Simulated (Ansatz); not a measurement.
One crystal and one scan (energy against volume) at two levels, PBE-D3(BJ) (plane waves to 420 eV, PAW, scalar-relativistic; Ansatz, a quantum-chemistry and plane-wave program) and PBEsol-D3(BJ) (plane waves to 420 eV, PAW, scalar-relativistic; Ansatz), each from its own relaxed cell and on its own mesh.

The crystal is Sb2Te3 (Bi2Te3 type, space group R-3m); the cell is scaled evenly about its relaxed volume V₀.

Energies are smeared free energies. Sb2Te3 was relaxed with its symmetry unable to fall. Spin-orbit coupling is left out, though Sb and Te are heavy. With the shape held, the modulus is that of even scaling; a crystal free to change shape is softer.

```tsv
quantity	run 1	run 2
Lattice constant a (Å)	4.276	4.210
Lattice constant c (Å)	29.82	29.19
Relaxed volume (Å³/atom)	31.49	29.88
Band gap of the relaxed cell, no spin-orbit coupling (eV)	0.09	0.03
Bulk modulus at fixed cell shape B₀ (third-order Birch-Murnaghan fit) (GPa)	40.3	50.8
Pressure derivative B₀′ (fit)	6.7	6.0
```

Problem. Which run is which level?

Solution. Run 1 is PBE-D3(BJ), run 2 is PBEsol-D3(BJ). PBE-D3(BJ) gives the higher value for: lattice constant a; lattice constant c; relaxed volume; band gap of the relaxed cell, no spin-orbit coupling; pressure derivative B₀′. PBE-D3(BJ) gives the lower value for: bulk modulus at fixed cell shape B₀. (PBEsol-D3(BJ)) At this level the bands of Sb2Te3 touch or barely overlap; measurements give the solid a gap. Neither level is exact: the differences show how much the result hangs on the functional.

(A scan under strain: stresses follow from slopes of the energy per volume, elastic moduli from its curvatures.)
